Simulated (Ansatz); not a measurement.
# SnO2: straining the crystal, uniaxial strain along c

Aim: apply uniaxial strain along c to SnO2 from -2 to +2 %, where the lengths of a and b and the atoms relax, the angles are held, and follow energy, stress and any gap.

Computed with Ansatz 0.2.0 (DFT LDA, scalar-relativistic, plane waves, PAW, unless a step's input says otherwise).

2 further runs of the same task are left out: 2 set aside as unsound or not needed.

## Step 1: The starting structure

The structure is orthorhombic, space group Pbcn (No. 60). Conventional cell: a = 4.703 Å, b = 5.695 Å, c = 5.204 Å, α = 90.00°, β = 90.00°, γ = 90.00°. Around Sn (site symmetry 2) lie 6 O at 2.02 to 2.10 Å. O (site symmetry 1) is surrounded by 3 Sn at 2.02 to 2.10 Å.

Coordinates:

```
CELL_PARAMETERS angstrom
4.70345 0.00000 0.00000
0.00000 5.69517 0.00000
0.00000 0.00000 5.20433
ATOMIC_POSITIONS crystal
Sn 0.50000 0.66732 0.75000
Sn 0.00000 0.83268 0.25000
Sn 0.50000 0.33268 0.25000
Sn 0.00000 0.16732 0.75000
O 0.73102 0.60491 0.07763
O 0.23102 0.89509 0.92237
O 0.76898 0.89509 0.57763
O 0.26898 0.60491 0.42237
O 0.73102 0.39509 0.57763
O 0.23102 0.10491 0.42237
O 0.76898 0.10491 0.07763
O 0.26898 0.39509 0.92237
```

It goes back to an entry of the Materials Project, which need not be the stable form.

This cell was relaxed beforehand with the same method: volume 11.62 Å³/atom, gap on the mesh 1.50 eV.

## Step 2: Zero strain

Contents of input.yaml:

```yaml
crystal:
  lattice:
    - [4.703452292, 0.0, 0.0]
    - [0.0, 5.6951729552, 0.0]
    - [0.0, 0.0, 5.2043295291]
  atoms:
    - { symbol: Sn, position: [0.5, 0.6673206257, 0.75] }
    - { symbol: Sn, position: [0.0, 0.8326793743, 0.25] }
    - { symbol: Sn, position: [0.5, 0.3326793743, 0.25] }
    - { symbol: Sn, position: [0.0, 0.1673206257, 0.75] }
    - { symbol: O, position: [0.731020714, 0.6049099344, 0.0776301518] }
    - { symbol: O, position: [0.231020714, 0.8950900656, 0.9223698482] }
    - { symbol: O, position: [0.768979286, 0.8950900656, 0.5776301518] }
    - { symbol: O, position: [0.268979286, 0.6049099344, 0.4223698482] }
    - { symbol: O, position: [0.731020714, 0.3950900656, 0.5776301518] }
    - { symbol: O, position: [0.231020714, 0.1049099344, 0.4223698482] }
    - { symbol: O, position: [0.768979286, 0.1049099344, 0.0776301518] }
    - { symbol: O, position: [0.268979286, 0.3950900656, 0.9223698482] }
basis:
  ecutwfc: 420
kpoints:
  mp_grid: { grid: [6, 6, 6] }
hamiltonian:
  xc: lda
scf:
  occupations: { method: gaussian, width: 0.02 }
output:
  forces: true
  stress: true
  eigenvalues: true
```

The run is started by

```sh
$ ansatz run input.yaml --threads 2 --pin off --max-ram 5120MiB --backend cpu --events-out ev --progress --plain --runs-dir out
```

The session goes on with these runs: seeking the band edges; the cell strained by -1.0 %; band edges over the zone at -1.0 %; the cell strained by +1.0 %; seeking the band edges at +1.0 %; At -2.0 %; seeking the band edges at -2.0 %; At +2.0 %; seeking the band edges at +2.0 %.

Before running it: what results should come out? Wanted: (1/V) d²E/dε² at zero strain, cubic fit; strain of the free axis a per applied strain; gap shift, negative and positive side.

**Answer**, as computed:

| quantity | value |
| --- | --- |
| largest energy cost | 3.3 meV/atom at -2.0 % |
| (1/V) d²E/dε² at zero strain, cubic fit | 226 GPa |
| strain of the free axis a per applied strain | -0.56 |
| gap shift, negative and positive side | -36, -72 meV per % |

**Reading.** From the curvature follows Young's modulus along c, angles held: 226 GPa. The free axis a moves against the applied strain (factor -0.56). The gap runs from 1.56 eV at -2.0 % through 1.50 to 1.35 eV at +2.0 %, and changes between direct and indirect on the way.

Spin-orbit coupling is left out, though the cell holds Sn; it can move the gap.
